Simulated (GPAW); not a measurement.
Input of a GPAW 26.7.0 run:

The input run.py:

```python
from ase import Atoms
from ase.dft.bandgap import bandgap
from ase.io import write
from ase.units import GPa
from gpaw import GPAW, PW

atoms = Atoms(['Zr', 'Zr', 'O', 'O', 'O', 'O'],
              cell=[[3.5961, 0.0, 0.0],
                    [0.0, 3.5961, 0.0],
                    [0.0, 0.0, 5.177]],
              scaled_positions=[[0.5, 0.5, 0.5],
                                [0.0, 0.0, 0.0],
                                [0.5, 0.0, 0.797],
                                [0.5, 0.0, 0.297],
                                [0.0, 0.5, 0.703],
                                [0.0, 0.5, 0.203]],
              pbc=True)

calc = GPAW(mode=PW(800),
            xc='PBE',
            kpts={'size': (7, 7, 5), 'gamma': True},
            occupations={'name': 'fermi-dirac', 'width': 0.05},
            setups={'Zr': ':d,4.0'},
            nbands=43,
            convergence={'density': 1e-05, 'energy': 1e-05},
            maxiter=150,
            txt='gpaw.txt')
atoms.calc = calc
energy = atoms.get_potential_energy()
forces = atoms.get_forces()
stress = atoms.get_stress()
calc.write('gs.gpw')
write('result.traj', atoms)
print(f'Energy: {energy:.6f} eV')
print('Forces (eV/A):')
print(forces.round(4))
print('Stress (GPa):', (stress / GPa).round(3))
print('Fermi level:', round(calc.get_fermi_level(), 4), 'eV')
print(f'Gap: {bandgap(calc)[0]:.4f} eV, direct: {bandgap(calc, direct=True)[0]:.4f} eV')
```

Potentials or basis: GPAW PAW data sets (gpaw-data 1.2.1), pw.

Command:

```bash
$ OMP_NUM_THREADS=1 python run.py
```

(1) Estimate the largest force.

(2) Estimate the pressure.

(3) What does it give for the band gap on the k mesh?

Results:

(1) 0.455 eV/Å.

(2) 12.1 GPa.

(3) 5.23 eV, indirect (least direct gap 5.34 eV).

Caveat: an odd mesh through Γ misses points on the zone boundary, where band edges often lie.
